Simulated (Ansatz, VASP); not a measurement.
# Na: VASP beside Ansatz

Contents of INCAR:

```
PREC = Accurate
ENCUT = 520
EDIFF = 1E-7
ISMEAR = -1
SIGMA = 0.05
LREAL = False
LASPH = True
NELM = 80
ALGO = Normal
ISIF = 2
LWAVE = False
LCHARG = True
GGA = CA
LELF = True
LVHAR = True
NBANDS = 14
```

KPOINTS

```
regular mesh
0
Gamma
  11 11 6
```

POSCAR

```
Na
1.0
    3.7670009976      0.0000000000      0.0000000000
   -1.8835004988      3.2623185600      0.0000000000
    0.0000000000      0.0000000000      6.0924600000
Na
2
Direct
    0.3333333333      0.6666666667      0.2500000000
    0.6666666667      0.3333333333      0.7500000000
```

Input for Ansatz:

```yaml
crystal:
  lattice:
    - [3.7670009976, 0.0, 0.0]
    - [-1.8835004988, 3.26231856, 0.0]
    - [0.0, 0.0, 6.09246]
  atoms:
    - { symbol: Na, position: [0.3333333333, 0.6666666667, 0.25] }
    - { symbol: Na, position: [0.6666666667, 0.3333333333, 0.75] }
kpoints:
  mp_grid: { grid: [11, 11, 6] }
  band_path:
    path:
      - [0.0, 0.0, 0.0]
      - [0.5, 0.0, 0.0]
      - [0.3333333333, 0.3333333333, 0.0]
      - [0.0, 0.0, 0.0]
      - [0.0, 0.0, 0.5]
      - [0.5, 0.0, 0.5]
      - [0.3333333333, 0.3333333333, 0.5]
      - [0.0, 0.0, 0.5]
      - [0.5, 0.0, 0.5]
    npoints: 5
scf:
  occupations: { method: fermi_dirac, width: 0.05 }
hamiltonian:
  xc: lda
  pseudopotentials: { kind: all_electron, lapw: { basis_error: 0.0005 } }
output:
  forces: true
  stress: true
  eigenvalues: true
```

Change from the starting cell: zz strain of -1 %.

Alike in both runs: task single point; functional LDA; k mesh 11 × 11 × 6; occupations fermi-dirac, width 0.05 eV; no spin polarisation.

|  | VASP | Ansatz |
| --- | --- | --- |
| version | VASP 6.6.1 | Ansatz 0.2.0 |
| potentials or method | VASP PAW LDA potentials, release 64 (Na_pv) | all-electron LAPW, scalar-relativistic |
| plane-wave cutoff (eV) | 520 | see its input |

```csv
,VASP,Ansatz,Ansatz less VASP
pressure (GPa),-0.8,-0.8,+0.02
largest component of the traceless stress (GPa),0.22,0.22,-0.001
```

Ansatz ran all-electron here, so the differences hold the error of VASP's frozen core and of both bases.
